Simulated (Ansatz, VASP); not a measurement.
MnAs in VASP and in Ansatz

```xyz
4
Lattice="3.5813 0.0000 0.0000 -1.7906 3.1015 0.0000 0.0000 0.0000 5.3531" Properties=species:S:1:pos:R:3 pbc="T T T"
Mn    0.0000    0.0000    0.0000
Mn    0.0000    0.0000    2.6765
As    1.7906    1.0338    4.0148
As    0.0000    2.0677    1.3383
```

Alike in both runs: functional PBEsol; k mesh 6 × 6 × 4; occupations gaussian, width 0.1 eV; collinear spin.

Ansatz relaxed the structure, and its values are those at the end. VASP's run is a single point on that final structure, the one shown.

|  | VASP | Ansatz |
| --- | --- | --- |
| version | VASP 6.6.1 | Ansatz 0.2.0 |
| potentials or method | VASP PAW PBE potentials, release 64 (Mn_pv, As) | scalar-relativistic, plane waves, PAW |
| plane-wave cutoff (eV) | 520 | 420 |
| valence electrons in the cell | 36 | 60 |

```tsv
	VASP	Ansatz	Ansatz less VASP
gap on the k mesh at the Fermi level (eV)	none	none	-
pressure (GPa)	0.3	-0.1	-0.36
net moment per atom (μB)	1.27	1.27	+0.002
size of the moment on the site where the two differ most (μB)	2.58	2.51	-0.072
```

Site moments also hang on the region over which each program counts them. A gap of «none» marks a metal or a gap that the smearing closes. With one functional, cell and mesh, what is left measures potentials, basis and numerics. The two sets of potentials don't hold the same shells in valence.

Caveats: the PAW data sets were made with another functional, which shifts forces and pressure a little (VASP).
